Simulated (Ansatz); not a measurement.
From the elastic tensor of SiMo3 to moduli and sound speeds

These are results of DFT PBE, scalar-relativistic, plane waves, PAW in Ansatz 0.2.0, not measurements. Cutoff 420 eV, 8×8×8 k-points (Γ-centred), Fermi-Dirac smearing of 0.15 eV. No spin polarisation.

Space group Pm-3n (No. 223), cubic, a = 4.908 Å. Si is surrounded by 12 Mo at 2.74 Å; Mo is surrounded by 2 Mo at 2.45 Å, 4 Si at 2.74 Å and 8 Mo at 3.01 Å.

It was relaxed at this level from a cell as deposited in COD. In a metal, frequencies and elastic constants depend on the k mesh and the smearing, soft modes and shear constants most.

Relaxed-ion constants (GPa, on the Cartesian axes of the calculation):
```
464.6 139.0 139.0   0.0   0.0   0.0
139.0 464.6 139.0   0.0   0.0   0.0
139.0 139.0 464.6   0.0   0.0   0.0
  0.0   0.0   0.0 110.8   0.0   0.0
  0.0   0.0   0.0   0.0 110.8   0.0
  0.0   0.0   0.0   0.0   0.0 110.8
```

Density 8.875 g/cm³; 8 atoms in 118.22 Å³.

```json
{"Bulk modulus, Voigt / Reuss / Hill": "247.5 / 247.5 / 247.5 GPa", "Shear modulus, Voigt / Reuss / Hill": "131.6 / 127.0 / 129.3 GPa", "Young's modulus": "330 GPa", "Poisson ratio": "0.278", "Pugh ratio B/G": "1.91 (over 1.75, the rule of thumb for ductile)", "Universal anisotropy index": "0.18", "Longitudinal and transverse sound speeds": "6879 and 3817 m/s", "Debye temperature from the mean sound speed": "516 K"}
```
